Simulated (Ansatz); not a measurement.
The system is HfH2.

```
Hf H
1.0
    -1.73900    1.73900    2.18050
     1.73900   -1.73900    2.18050
     1.73900    1.73900   -2.18050
Hf H
1 2
Cartesian
  0.0000 0.0000 0.0000
  1.7390 0.0000 1.0902
  0.0000 1.7390 1.0902
```

| Property | Result |
| --- | --- |
| Program | Ansatz 0.2.0 |
| Task | relaxation of cell and atoms |
| Functional | r2SCAN |
| Potentials or basis | Ansatz PAW |
| Cutoff | 500 eV (not typed: the program's choice for these potentials) |
| k mesh | 11 × 11 × 11 |
| Occupations | fermi-dirac, width 0.05 eV |
| Spin | no spin polarisation |
| Hubbard terms | Hf d U = 4 eV |

At the start: volume 8.79 Å³/atom.

Where does the relaxation end?

It ends after 6 steps and the volume is 8.91 Å³/atom (+1.4 %); space group I4/mmm (No. 139, to 0.05 Å).

The path:
```csv
step,energy change (eV),largest force (eV/Å),volume (Å³)
1,0.0000,0.0000,26.38
2,-0.0181,0.0000,27.18
3,-0.0239,0.0000,26.62
4,-0.0243,0.0000,26.74
5,-0.0243,0.0000,26.73
6,-0.0245,0.0000,26.73
```

Final structure:
```
Hf H
1.0
    -1.78406    1.78406    2.09988
     1.78406   -1.78406    2.09988
     1.78406    1.78406   -2.09988
Hf H
1 2
Direct
  0.00000 0.00000 0.00000
  0.25000 0.75000 0.50000
  0.75000 0.25000 0.50000
```

Caveat: the plane-wave basis is chosen anew once the cell has moved, so the energies of steps on either side of that aren't comparable; U without spin polarisation on a metal has little footing; the PAW data sets come from PBE, with cores solved anew for the run's functional, which leaves a small shift of forces and pressure; the U is typed as a test and isn't derived for this compound.
